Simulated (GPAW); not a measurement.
The system is Li.

```
CELL_PARAMETERS angstrom
-1.75465 1.75465 1.75465
1.75465 -1.75465 1.75465
1.75465 1.75465 -1.75465
ATOMIC_POSITIONS crystal
Li 0.00000 0.00000 0.00000
```

| Quantity | Value |
| --- | --- |
| Program | GPAW 26.7.0 |
| Task | relaxation of cell and atoms |
| Functional | PBEsol |
| Potentials or basis | PAW data sets generated in the run's folder for this functional |
| Cutoff | 800 eV |
| Basis | pw |
| k mesh | 11 × 11 × 11 |
| Occupations | fermi-dirac, width 0.05 eV |
| Spin | no spin polarisation |

At the start: pressure -0.8 GPa; volume 21.61 Å³/atom.

How do energy, volume and symmetry change on relaxing?

Over 3 steps the energy falls by 3.4 meV/atom and the volume is 20.23 Å³/atom (-6.4 %); space group Im-3m (No. 229, to 0.05 Å).

Step by step:
```tsv
step	energy change (eV)	largest force (eV/Å)	pressure (GPa)	volume (Å³)
1	0.0000	0.0000	-0.78	21.61
2	-0.0005	0.0000	-0.73	21.51
3	-0.0034	0.0000	0.04	20.23
```

Final structure:
```
Li
1.0
    -1.71660    1.71660    1.71660
     1.71660   -1.71660    1.71660
     1.71660    1.71660   -1.71660
Li
1
Direct
  0.00000 0.00000 0.00000
```

The cell as given is a measured one (21.61 Å³/atom); PBEsol puts the equilibrium volume -6.4 % from it, thermal expansion not counted.

Caveat: later steps reuse the first step's grids.
